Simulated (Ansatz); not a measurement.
# Is this Sn2Ge structure a true minimum?

The structure comes from a generated guess, relaxed at this level; another structure or a mixture of phases may lie lower.

Theory: DFT PBE, scalar-relativistic, plane waves, PAW in Ansatz 0.2.0. Settings: cutoff 420 eV, Γ-centred mesh 12×12×4 on the computed 6-atom cell, Gaussian smearing of 0.10 eV; no spin polarisation.

The cell below (6 atoms, space group P-3m1 (No. 164)) is relaxed within its symmetry.

```
Sn Ge
1.0
     4.49837    0.00000    0.00000
    -2.24918    3.89570    0.00000
     0.00000    0.00000   11.05694
Sn Ge
4 2
Direct
  0.33333 0.66667 0.54897
  0.66667 0.33333 0.19105
  0.66667 0.33333 0.45103
  0.33333 0.66667 0.80895
  0.00000 0.00000 0.88670
  0.00000 0.00000 0.11330
```

For the test a repeat of it with 12 atoms (edges 4.50, 7.79, 11.06 Å) was strained at random (σ = 1.5 % a component), the atoms were moved at random (σ = 0.15 Å), and all was relaxed again on a coarse 6×4×2 mesh (in the run’s order of axes) with 0.20 eV smearing, with no symmetry imposed.

Question: Is the structure stable against such a distortion?

Answer: It returns, within 1 meV/atom of the unmoved cell on that mesh and with the same symmetry when read at 0.1 Å (P2_1 at 0.01 Å, so small strains and shifts remain). No instability shows in this cell; modes of other wave vectors, which need another repeat, aren't tested.
